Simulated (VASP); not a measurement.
Write the native input for VASP 6.6.1 that does the following.

| Quantity | Value |
| --- | --- |
| Task | relaxation of cell and atoms |
| Functional | PBE |
| Potentials or basis | VASP PAW PBE potentials, release 64 (Lu) |
| Cutoff | 520 eV |
| k mesh | 14 × 14 × 8 |
| Occupations | gaussian, width 0.1 eV |
| Spin | no spin polarisation |
| Further INCAR settings | ALGO = Normal; EDIFF = 1e-06; IBRION = 2; EDIFFG = -0.01; NSW = 90; ISIF = 3 |

The structure of Lu lies in POSCAR:

```
Lu
1.0
    3.5031000000      0.0000000000      0.0000000000
   -1.7515500000      3.0337735900      0.0000000000
    0.0000000000      0.0000000000      5.5509000000
Lu
2
Direct
    0.3333333300      0.6666666700      0.2500000000
    0.6666666700      0.3333333300      0.7500000000
```

These files were run (other wordings do the same):

INCAR

```
PREC = Accurate
ENCUT = 520
EDIFF = 1E-6
ISMEAR = 0
SIGMA = 0.1
LREAL = F
LASPH = T
NELM = 120
ALGO = Normal
ISIF = 3
LWAVE = F
LCHARG = F
GGA = PE
IBRION = 2
NSW = 90
EDIFFG = -0.01
```

KPOINTS

```
Automatic mesh
0
Gamma
  14 14 8
```

Potentials or basis: VASP PAW PBE potentials, release 64 (Lu).

Run with:

```sh
$ cat potpaw_PBE.64/Lu/POTCAR > POTCAR
$ mpirun -np 1 vasp_std > vasp.out
```

Results of the run:

| Item | Value |
| --- | --- |
| Relaxed volume | 29.15 Å³/atom |
| Relaxed cell | a = 3.509 Å, b = 3.509 Å, c = 5.466 Å, α = 90.00°, β = 90.00°, γ = 120.00° |
| Space group after relaxing (to 0.05 Å) | P6_3/mmc (No. 194) |
| Energy gained by relaxing | 1.7 meV/atom |
| Ionic steps | 21 |
| Pressure after relaxing | 0.0 GPa |
| Band gap on the k mesh | none (metal or under the smearing width) |

It took 42 min on 1 thread of Intel(R) Xeon(R) Platinum 8488C (Sapphire Rapids), with other jobs on the host, peak memory 0.33 GiB.
